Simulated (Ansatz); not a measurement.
# SnO2: the change of energy above lowest point with volume scale

All results are calculated (Ansatz 0.2.0). Free energy against uniform scaling of the volume at fixed shape and fractions; periodic cell, basis, potentials, k mesh and filling as listed.

The cell before it is scaled or strained (space group I4_1/amd, No. 141):
```
CELL_PARAMETERS angstrom
-2.00010 2.00010 5.12370
2.00010 -2.00010 5.12370
2.00010 2.00010 -5.12370
ATOMIC_POSITIONS crystal
Sn 0.75000 0.25000 0.50000
Sn 0.00000 0.00000 0.00000
O 0.79652 0.79652 0.00000
O 0.95348 0.45348 0.50000
O 0.20348 0.20348 0.00000
O 0.54652 0.04652 0.50000
```

Settings of every row: functional PBEsol; dispersion none; potentials PAW; wave cutoff 476.2 eV; density cutoff 1904.8 eV; k mesh 8x8x8; k shift 0x0x0; occupations fixed; smearing width 0 eV; spin none.

Limits: the cell comes from a prototype or a list of computed structures and needn't be the stable phase.

| row | volume scale | V (Å³/atom) | energy above lowest point (meV/atom) |
| --- | --- | --- | --- |
| 1 | 0.88 | 12.025 | 145.9 |
| 2 | 0.92 | 12.571 | 61.4 |
| 3 | 0.96 | 13.118 | ? |
| 4 | 1 | 13.665 | 0 |
| 5 | 1.04 | 14.211 | 8.9 |
| 6 | 1.08 | 14.758 | 37 |
| 7 | 1.12 | 15.304 | 80.3 |

Question: what energy above lowest point should row 3 give?

Worked fit of energy above lowest point. Take u = (V_r/V)^(2/3) − 1 with V_r = 13.938 Å³ an atom, which is twice the finite (Eulerian) strain; such expansions in the strain, on which the Birch-Murnaghan equation of state is built, carry the rest volume and the bulk modulus. The shown rows have u = 0.10343, 0.07124, 0.01327, -0.01285, -0.03739, -0.06043. Least squares give energy above lowest point = 1.77 − 347.15 × u + 16155.3 × u² + 6520 × u³ meV/atom; a parabola predicts inner rows, each left out in turn, worse (root mean square 1.1 against 0.043 meV/atom). All shown rows lie on it to the printed digit. Its lowest point lies at u = 0.0107, or V = 13.72 Å³ an atom, and the curvature there gives the bulk modulus at fixed shape and fractions, B = (4/9)(1 + u)² E″(u)/V = 174 GPa. Letting shape and atoms relax would as a rule lower it, by much in layered, chain or molecular crystals. The withheld row has u = 0.04125, so the fit gives 1.77 − 347.15 × (0.04125) + 16155.3 × (0.04125)² + 6520 × (0.04125)³ = 15.4 meV/atom.

The calculation gave 15.4 meV/atom. The fit meets it to the printed digit.
